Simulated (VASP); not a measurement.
A run of VASP 6.6.1 is set up as follows.

File INCAR:

```
PREC = Accurate
ENCUT = 520
EDIFF = 1E-6
ISMEAR = 0
SIGMA = 0.1
LREAL = F
LASPH = T
NELM = 100
ALGO = Normal
ISIF = 2
LWAVE = F
LCHARG = F
GGA = PS
NBANDS = 16
```

The input KPOINTS:

```
regular mesh
0
Gamma
  9 9 4
```

File POSCAR:

```
C
1.0
    2.4699988104      0.0000000000      0.0000000000
   -1.2349994052      2.1390817171      0.0000000000
    0.0000000000      0.0000000000      6.7900000000
C
4
Direct
    0.0000000000      0.0000000000      0.0000000000
    0.0000000000      0.0000000000      0.5000000000
    0.3333333333      0.6666666667      0.0050000000
    0.6666666667      0.3333333333      0.5050000000
```

Potentials or basis: VASP PAW PBE potentials, release 64 (C).

The run is started by

```console
$ cat potpaw_PBE.64/C/POTCAR > POTCAR
$ mpirun -np 1 vasp_std > vasp.out
```

Problem. What does it give for the pressure?

Solution. -2.8 GPa.

Problem. Predict the largest force.

Solution. 0.568 eV/Å.

Problem. Predict the band gap on the k mesh.

Solution. None (metal or under the smearing width).

Stress tensor (GPa, compression positive):
```
-4.45  0.00  0.00
 0.00 -4.45  0.00
 0.00  0.00  0.62
```

Caveat: the PAW data sets were made with another functional, which shifts forces and pressure a little; this functional lacks dispersion, which binds the layers, so the pressure and a relaxed spacing across them are unreliable.
